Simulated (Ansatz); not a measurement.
## CaO: short molecular dynamics at 450 K

Method: DFT PBE, scalar-relativistic, plane waves, PAW in Ansatz. The runs took a 420 eV cutoff, a shifted (0.5, 0.5, 0.5 steps) 2×2×2 mesh and Fermi–Dirac smearing (0.039 eV). The mesh is coarse. No spin polarisation.

16 atoms, starting at 1.01 times the perfect crystal's volume (space group Fm-3m, the cell as given, not relaxed at this level); constant energy, velocities drawn at 450 K, fixed cell; 69 steps of 2 fs. The run is short and not equilibrated.

First frame:

```
Ca O
1.0
     0.00000    4.91427   -4.91427
    -4.91427    0.00000   -4.91427
    -4.91427    4.91427    0.00000
Ca O
8 8
Direct
  0.50000 0.50000 0.00000
  0.00000 0.50000 0.00000
  0.50000 0.00000 0.00000
  0.00000 0.00000 0.00000
  0.50000 0.50000 0.50000
  0.00000 0.50000 0.50000
  0.50000 0.00000 0.50000
  0.00000 0.00000 0.50000
  0.75000 0.75000 0.25000
  0.25000 0.75000 0.25000
  0.75000 0.25000 0.25000
  0.25000 0.25000 0.25000
  0.75000 0.75000 0.75000
  0.25000 0.75000 0.75000
  0.75000 0.25000 0.75000
  0.25000 0.25000 0.75000
```

* Mean temperature over the second half: 245 K
* Mean pressure over the second half (kinetic part included): -3.8 GPa
* Mean potential energy above the perfect crystal (as given, at volume ratio 1; besides heat the difference comes from the crystal's own pressure of -4.0 GPa; its own run had another smearing, without effect beside its gap): 29 meV/atom
* Drift of the conserved energy over the run: 0.05 meV/atom
* Mean-square drift of Ca from first to last step (mean shift of all atoms removed): 0.01 Å²
* Mean-square drift of O from first to last step (mean shift of all atoms removed): 0.01 Å²

Pair distribution functions g(r), second half of the run, up to half the cell's height:

```
r (Å) Ca-O
 2.15   0.0
 2.25   1.0
 2.35   5.1
 2.45  10.7
 2.55   5.9
 2.65   0.7
 2.75   0.1
```

Along the run (potential energy from its first value; pressure with the kinetic part):

```tsv
t (fs)	T (K)	ΔE_pot (meV/atom)	P (GPa)
0.0	450	0.0	-4.4
4.0	432	2.1	-4.4
8.0	383	8.1	-4.3
12.0	312	16.8	-4.1
16.0	233	26.4	-3.8
20.0	161	35.2	-3.6
24.0	107	41.7	-3.4
28.0	79	45.1	-3.3
32.0	76	45.4	-3.2
36.0	94	43.2	-3.2
40.0	126	39.3	-3.3
44.0	163	34.9	-3.4
48.0	199	30.5	-3.6
52.0	230	26.7	-3.7
56.0	254	23.8	-3.8
60.0	270	21.9	-3.9
64.0	277	21.0	-3.9
68.0	276	21.2	-3.9
72.0	266	22.3	-3.8
76.0	250	24.2	-3.7
80.0	231	26.6	-3.6
84.0	212	28.9	-3.6
88.0	199	30.5	-3.5
92.0	194	31.1	-3.5
96.0	198	30.6	-3.5
100.0	208	29.4	-3.6
104.0	221	27.9	-3.7
108.0	234	26.2	-3.7
112.0	247	24.6	-3.8
116.0	260	23.1	-3.9
120.0	271	21.8	-4.0
124.0	281	20.5	-4.0
128.0	289	19.6	-4.0
132.0	292	19.1	-4.0
136.0	290	19.5	-3.9
```